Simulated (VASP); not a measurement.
# Al (R-3m) in VASP: further runs, part 2 of 2

VASP 6.6.1. The steps go on from the part before.

**3. Relaxation of cell and atoms, r2SCAN**

This run uses another cell than the first one, of 16.47 Å³/atom, 1.017 times its volume.

POSCAR

```
Al
1.0
    2.1816919159      1.2596004149      0.9986395405
   -2.1816919159      1.2596004149      0.9986395405
    0.0000000000     -2.5192008299      0.9986395405
Al
1
Direct
    0.5000000000      0.5000000000      0.5000000000
```

INCAR.step1

```
SYSTEM = Al
PREC = Accurate
ENCUT = 600
ISMEAR = 0
SIGMA = 0.1
LREAL = .False.
LASPH = .True.
NELM = 100
GGA = PE
ALGO = Normal
EDIFF = 1E-4
LWAVE = .True.
LCHARG = .False.
```

INCAR.step2

```
SYSTEM = Al
PREC = Accurate
ENCUT = 600
EDIFF = 1E-6
ISMEAR = 0
SIGMA = 0.1
LREAL = .False.
LASPH = .True.
NELM = 100
ALGO = Normal
ISIF = 3
LWAVE = .False.
LCHARG = .False.
METAGGA = R2SCAN
LMIXTAU = .True.
IBRION = 2
NSW = 90
EDIFFG = -0.04
ISTART = 1
```

KPOINTS

```
regular mesh
0
Gamma
  9 9 9
  0 0 0
```

Potentials or basis: VASP PAW PBE potentials, release 64 (Al).

Command:

```sh
> cat potpaw_PBE.64/Al/POTCAR > POTCAR
> cp INCAR.step1 INCAR
> mpirun -np 1 vasp_std > vasp.out
> cp INCAR.step2 INCAR
> mpirun -np 1 vasp_std > vasp.out
```

OUTCAR:

```text
SYSTEM = Al
   PREC = Accurate
   ENCUT = 600
   EDIFF = 1E-6
   ISMEAR = 0
   LREAL = .False.
   LASPH = .True.
   NELM = 100
   ISIF = 3
   METAGGA = R2SCAN
   IBRION = 2
   NSW = 90
   EDIFFG = -0.04
   ISTART = 1

 ion  position               nearest neighbor table
   1  0.500  0.500  0.500-

  LATTYP: Found a trigonal (rhomboedric) cell.
 ALAT       =     2.7099176653
 COS(alpha) =    -0.2962973953

  Lattice vectors:

 A1 = (   2.1816919159,   1.2596004149,   0.9986395405)
 A2 = (  -2.1816919159,   1.2596004149,   0.9986395405)
 A3 = (   0.0000000000,  -2.5192008299,   0.9986395405)

Analysis of symmetry for initial positions (statically):
=====================================================================
 Subroutine PRICEL returns:
 Original cell was already a primitive cell.

 Routine SETGRP: Setting up the symmetry group for a
 trigonal (rhombohedral) supercell.

 Subroutine GETGRP returns: Found 12 space group operations
 (whereof 12 operations were pure point group operations)
 out of a pool of 12 trial point group operations.
[... 171 lines left out ...]
  -------------------------------------------------------------------------------------
  Total        0.3347758      0.3347758     -0.7141253      0.0000000      0.0000000      0.0000000
  in kB       32.5745471     32.5745471    -69.4862296      0.0000000      0.0000000      0.0000000
  external PRESSURE =      -1.4457118 kB  Pullay stress =       0.0000000 kB
[... 267 lines left out ...]
--------------------------------------- Ionic step        9  -------------------------------------------

 number of electron       3.0000000 magnetization

 Free energy of the ion-electron system (eV)
  ---------------------------------------------------
  ext. energy  EPLUGINS =         0.00000000
  ---------------------------------------------------
  free energy    TOTEN  =        -6.61875298 eV

  energy without entropy =       -6.61638296  energy(sigma->0) =       -6.61756797

 E-fermi :   8.3583     XC(G=0): -11.0130

 val. band max:        8.3435227942   @ k =  -0.3333   0.4444   0.1111
 cond. band min:       8.3655288648   @ k =  -0.3333  -0.3333   0.1111
 fundamental gap:      0.0220060706
 Fermi energy:         8.3583019803

 k-point     1 :       0.0000    0.0000    0.0000
  band No.  band energies     occupation
      1      -3.7434      2.00000
      2      22.2778      0.00000
      3      22.5432      0.00000
      4      22.5432      0.00000
      5      24.9797      0.00000
[... 177 lines left out ...]
 k-point    24 :       0.4444    0.4444    0.0000
  band No.  band energies     occupation
      1       3.6878      2.00000
      2       4.4083      2.00000
      3      14.1005      0.00000
      4      16.7556      0.00000
      5      20.3724      0.00000

 [... further k-points ...]

------------------------ aborting loop because EDIFF is reached ----------------------------------------

  FORCE on cell =-STRESS in cart. coord.  units (eV):
  Direction    XX          YY          ZZ          XY          YZ          ZX
  --------------------------------------------------------------------------------------
  -------------------------------------------------------------------------------------
  Total        0.0127458      0.0127458     -0.0121790     -0.0000000      0.0000000      0.0000000
  in kB        1.2686230      1.2686230     -1.2122060     -0.0000000      0.0000000      0.0000000
  external PRESSURE =       0.4416800 kB  Pullay stress =       0.0000000 kB
[... 16 lines left out ...]
  FREE ENERGIE OF THE ION-ELECTRON SYSTEM (eV)
  ---------------------------------------------------
  free  energy   TOTEN  =        -6.6187529837 eV

  energy  without entropy=       -6.6163829595  energy(sigma->0) =       -6.61756797

 reached required accuracy - stopping structural energy minimisation
```

OUTCAR.step1:

```text
SYSTEM = Al
   PREC = Accurate
   ENCUT = 600
   ISMEAR = 0
   LREAL = .False.
   LASPH = .True.
   NELM = 100
[... 411 lines left out ...]
 -----------------------------------------------------------------------------------
      0.00000     -0.00000      1.49796         0.000000      0.000000      0.000000
 -----------------------------------------------------------------------------------
    total drift:                                0.000000     -0.000000     -0.000000

  FREE ENERGIE OF THE ION-ELECTRON SYSTEM (eV)
  ---------------------------------------------------
  free  energy   TOTEN  =        -3.6185663575 eV

  energy  without entropy=       -3.6155881350  energy(sigma->0) =       -3.61707725
```

OSZICAR.step1:

```text
N       E                     dE             d eps       ncg     rms          rms(c)
DAV:   1    -0.773365868335E+00   -0.77337E+00   -0.10310E+03   865   0.426E+02
DAV:   2    -0.361853845106E+01   -0.28452E+01   -0.24383E+01  1070   0.317E+01
DAV:   3    -0.364167345774E+01   -0.23135E-01   -0.23022E-01  1285   0.406E+00
DAV:   4    -0.364171108334E+01   -0.37626E-04   -0.37618E-04  1210   0.143E-01
DAV:   5    -0.364171114406E+01   -0.60725E-07   -0.61058E-07  1205   0.516E-03    0.127E+00
DAV:   6    -0.362807881587E+01    0.13632E-01   -0.16366E-03  1065   0.299E-01    0.735E-01
DAV:   7    -0.361857039318E+01    0.95084E-02   -0.48976E-03  1035   0.486E-01    0.139E-01
DAV:   8    -0.361856635746E+01    0.40357E-05   -0.29115E-05  1090   0.529E-02
   1 F= -.36185664E+01 E0= -.36170772E+01  d E =-.297822E-02
```

Wall time 95 s (1 thread of Intel Xeon Platinum 8488C (Sapphire Rapids), shared host); peak memory 0.14 GiB.

Results:

```
Free energy                            : -6.6188 eV
Relaxed volume                         : 16.10 Å³/atom
Relaxed cell                           : a = 2.767 Å, b = 2.767 Å, c = 2.767 Å, α = 109.83°, β = 109.83°, γ = 109.83°
Space group after relaxing (to 0.05 Å) : Im-3m (No. 229)
Energy gained by relaxing              : 30.8 meV/atom
Ionic steps                            : 9
Pressure after relaxing                : 0.0 GPa
Band gap on the k mesh                 : none (metal or under the smearing width)
```

Stress tensor (GPa, compression positive):
```
 0.13  0.00  0.00
 0.00  0.13  0.00
 0.00  0.00 -0.12
```

The path:
```csv
step,energy change (eV),largest force (eV/Å),pressure (GPa),volume (Å³)
1,0.0000,0.0000,-0.14,16.47
2,-0.0163,0.0000,-0.83,16.42
3,-0.0198,0.0000,-0.97,16.40
4,-0.0288,0.0000,-1.22,16.36
5,-0.0303,0.0000,-0.86,16.27
6,-0.0301,0.0000,-0.78,16.29
7,-0.0303,0.0000,-0.89,16.28
8,-0.0307,0.0000,0.55,16.00
9,-0.0308,0.0000,0.04,16.10
```

Final structure:
```xyz
1
Lattice="2.2645 1.3074 0.9061 -2.2645 1.3074 0.9061 0.0000 -2.6149 0.9061" Properties=species:S:1:pos:R:3 pbc="T T T"
Al    0.0000    0.0000    1.3592
```

Caveat: the PAW data sets were made with another functional, which shifts forces and pressure a little.

**4. Single point, r2SCAN**

This run uses another cell than the first one: it holds 2 atoms, not 1.

POSCAR

```
Al
1.0
   -2.4932008491      2.4932008491      1.3600870863
    2.4932008491     -2.4932008491      1.3600870863
    2.4932008491      2.4932008491     -1.3600870863
Al
2
Direct
    0.0000000000      0.0000000000      0.0000000000
    0.7500000000      0.2500000000      0.5000000000
```

INCAR.step1

```
PREC = Accurate
ENCUT = 520
ISMEAR = 0
SIGMA = 0.1
LREAL = F
LASPH = T
NELM = 100
NBANDS = 10
GGA = PE
ALGO = Normal
EDIFF = 1E-4
LWAVE = T
LCHARG = F
```

INCAR.step2

```
PREC = Accurate
ENCUT = 520
EDIFF = 1E-6
ISMEAR = 0
SIGMA = 0.1
LREAL = F
LASPH = T
NELM = 100
ALGO = Normal
ISIF = 2
LWAVE = F
LCHARG = F
METAGGA = R2SCAN
LMIXTAU = T
NBANDS = 10
ISTART = 1
```

KPOINTS

```
regular mesh
0
Gamma
  8 8 8
```

Command:

```sh
> cat potpaw_PBE.64/Al/POTCAR > POTCAR
> cp INCAR.step1 INCAR
> mpirun -np 1 vasp_std > vasp.out
> cp INCAR.step2 INCAR
> mpirun -np 1 vasp_std > vasp.out
```

It took 51 s on 1 thread of Intel Xeon Platinum 8488C (Sapphire Rapids), shared host; peak memory 0.16 GiB.

It converged, with:

```
Free energy            : -12.6209 eV
Pressure               : 8.4 GPa
Band gap on the k mesh : none (metal or under the smearing width)
```

Stress tensor (GPa, compression positive):
```
13.56  0.00  0.00
 0.00 13.56  0.00
 0.00  0.00 -2.07
```

Levels at points of the mesh, in eV from the Fermi level:
```csv
k point,band 1,band 2,band 3,band 4,band 5,band 6
"(0.00, 0.00, 0.00)",-11.43,-0.19,-0.19,1.62,2.04,9.51
"(0.50, 0.00, 0.00)",-4.76,-4.61,0.40,0.65,1.86,2.06
"(0.50, 0.50, 0.00)",-8.30,-8.30,2.58,2.58,4.75,4.75
"(0.50, 0.50, 0.50)",-5.34,-5.34,-5.15,-5.15,8.39,8.39
```

Caveat: the PAW data sets were made with another functional, which shifts forces and pressure a little.

**5. The runs side by side**

```tsv
task	cell	k mesh	cutoff (eV)	gap on the mesh (eV)	pressure (GPa)
single point	R-3m, 16.2 Å³/atom	9 × 9 × 9	520	none	-0.5
relaxation of cell and atoms	relaxed	9 × 9 × 9	600	none	0.0
single point	I4_1/amd, 16.91 Å³/atom	8 × 8 × 8	520	none	8.4
```

Alike in all rows: level r2SCAN; potentials or basis VASP PAW PBE potentials, release 64 (Al); no spin polarisation; smearing gaussian 0.1 eV.

Caveats: the PAW data sets were made with another functional, which shifts forces and pressure a little.

Total energies depend on the potentials used, so only differences within one code and one set of settings carry meaning.
